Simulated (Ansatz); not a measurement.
## Strain and the gap of Cl (Cmce)

A 4-atom cell of Cl (Cmce) from a materials database, relaxed with r2SCAN+rVV10 in Ansatz. It is orthorhombic, Cmce (No. 64); a = 6.250 Å, b = 4.014 Å, c = 8.147 Å in the conventional setting, 25.55 Å³ an atom. Around Cl lie 1 Cl at 2.02 Å.

The axes x, y and z are those of this cell:
```
Cl
1.0
     3.12524   -2.00725    0.00000
     3.12524    2.00725    0.00000
     0.00000    0.00000    8.14656
Cl
4
Direct
  0.87564 0.12436 0.60748
  0.12436 0.87564 0.39252
  0.62436 0.37564 0.10748
  0.37564 0.62436 0.89252
```

Unstrained: With PBE the gap is 2.202 eV and direct, at Γ. r2SCAN gives a direct gap of 2.566 eV at Γ. With HSE06 the gap is 3.796 eV and direct, at Γ. Meshes: PBE 8×8×4, r2SCAN 8×8×4, HSE06 6×6×2. Strains are changes of length per length, and xy shears are angles. After each strain the atoms were relaxed again with r2SCAN+rVV10 within the symmetry that the strain leaves, so tilts or polar shifts that break it weren't tested; points keep the names that they have in the unstrained zone. No spin polarisation and no zero-point or thermal motion.

Changes of the least gap in eV (an overlap counts as a negative gap):
```
                                      strain  volume change (%)  space group     PBE  r2SCAN   HSE06
                    uniaxial -3.29 % along z               -3.3         Cmce  +0.159  +0.145  +0.083
xy shear, engineering strain (angle) +2.27 %                0.0       P2_1/c  -0.004  -0.005  -0.005
```

Uniaxial -3.29 % along z, other directions held. HSE06: the gap goes from 3.796 to 3.879 eV (+0.083 eV); it turns from direct (Γ) to indirect ((0, 1/2, 1/2) → (-0.052, 0.042, 0)); with r2SCAN the top three valence levels at Γ, grouped 1+1+1 from the top over 443 meV, become 1+1+1 over 480 meV. Stress change with PBE, compression positive: xx +0.20, yy +0.66, zz +1.14 GPa.

Xy shear, engineering strain (angle) +2.27 %. HSE06: the gap goes from 3.796 to 3.791 eV (-0.005 eV); with r2SCAN the top three valence levels at Γ, grouped 1+1+1 from the top over 443 meV, become 1+1+1 over 450 meV. Stress change with PBE, compression positive: xx +0.02, yy 0.00, zz -0.01, xy -0.16 GPa.

Where an edge lies off the special points, it is a point of the mesh or the k point where a search put PBE's edge or least direct gap, reused for the other functionals, whose own edges may lie a little apart.

Coordinates of k points refer to the reciprocal vectors of the primitive cell of the runs.

The meshes of the hybrids are coarse, so their gaps aren't converged to the digits shown.

The splittings at Γ are without spin-orbit coupling, which regroups them where it is of like size or larger.
